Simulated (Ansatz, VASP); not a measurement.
FeO (Wuestite) in VASP and in Ansatz

INCAR

```
SYSTEM = FeO
  PREC = Accurate
  ENCUT = 520
  EDIFF = 1E-6
  ISMEAR = -1
  SIGMA = 0.05
  LREAL = .False.
  LASPH = .True.
  NELM = 150
  ALGO = Normal
  ISIF = 2
  LWAVE = .False.
  LCHARG = .False.
  ISPIN = 2
  MAGMOM = 3 0
  LORBIT = 11
  LMAXMIX = 4
  GGA = PS
  NBANDS = 18
```

Contents of KPOINTS:

```
Automatic mesh
0
Gamma
  9 9 9
  0 0 0
```

The input POSCAR:

```
FeO
1.0
    0.0000000000      2.2416160000      2.1554000000
    2.2416160000      0.0000000000      2.1554000000
    2.2416160000      2.2416160000      0.0000000000
Fe O
1 1
Direct
    0.0000000000      0.0000000000      0.0000000000
    0.5000000000      0.5000000000      0.5000000000
```

input.yaml

```yaml
crystal:
  lattice:
    - [0.0, 2.241616, 2.1554]
    - [2.241616, 0.0, 2.1554]
    - [2.241616, 2.241616, 0.0]
  atoms:
    - { symbol: Fe, position: [0.0, 0.0, 0.0], spin: 3.0 }
    - { symbol: O, position: [0.5, 0.5, 0.5] }
hamiltonian:
  xc: pbesol
  pseudopotentials: { kind: paw }
magnetization:
  spin_polarized: true
kpoints:
  mp_grid: { grid: [9, 9, 9] }
scf:
  occupations: { method: fermi_dirac, width: 0.05 }
output:
  forces: true
  stress: true
  eigenvalues: true
```

Alike in both runs: task single point; functional PBEsol; k mesh 9 × 9 × 9; occupations fermi-dirac, width 0.05 eV; collinear spin.

|  | VASP | Ansatz |
| --- | --- | --- |
| version | VASP 6.6.1 | Ansatz 0.2.0 |
| potentials or method | VASP PAW PBE potentials, release 64 (Fe, O) | Ansatz PAW |
| plane-wave cutoff (eV) | 520 | 420 |
| valence electrons in the cell | 14 | 22 |

|  | VASP | Ansatz | Ansatz less VASP |
| --- | --- | --- | --- |
| gap on the k mesh at the Fermi level (eV) | none | none | - |
| pressure (GPa) | -19.1 | -19.1 | -0.08 |
| largest component of the traceless stress (GPa) | 0.88 | 0.74 | -0.135 |
| net moment per atom (μB) | 2.00 | 2.00 | 0.000 |
| size of the moment on the site where the two differ most (μB) | 3.62 | 3.44 | -0.177 |

Site moments also hang on the region over which each program counts them. A gap of «none» marks a metal or a gap that the smearing closes. With one functional, cell and mesh, what is left measures potentials, basis and numerics. The two sets of potentials don't hold the same shells in valence.

Caveats: a cell with one magnetic atom can't hold antiferromagnetic order, which such compounds often take; semilocal functionals often make such compounds metallic where correlation or magnetic order opens a gap, which also shifts bond lengths; so large a pressure means that the cell lies far from this level's equilibrium, or that cutoff or potentials fall short (VASP); the potentials were made for another functional, which shifts forces and pressure (VASP); the pressure holds a Pulay correction of +0.6 GPa for the finite cutoff (Ansatz); the PAW data sets come from PBE, with cores solved anew for the run's functional, which leaves a small shift of forces and pressure (Ansatz).
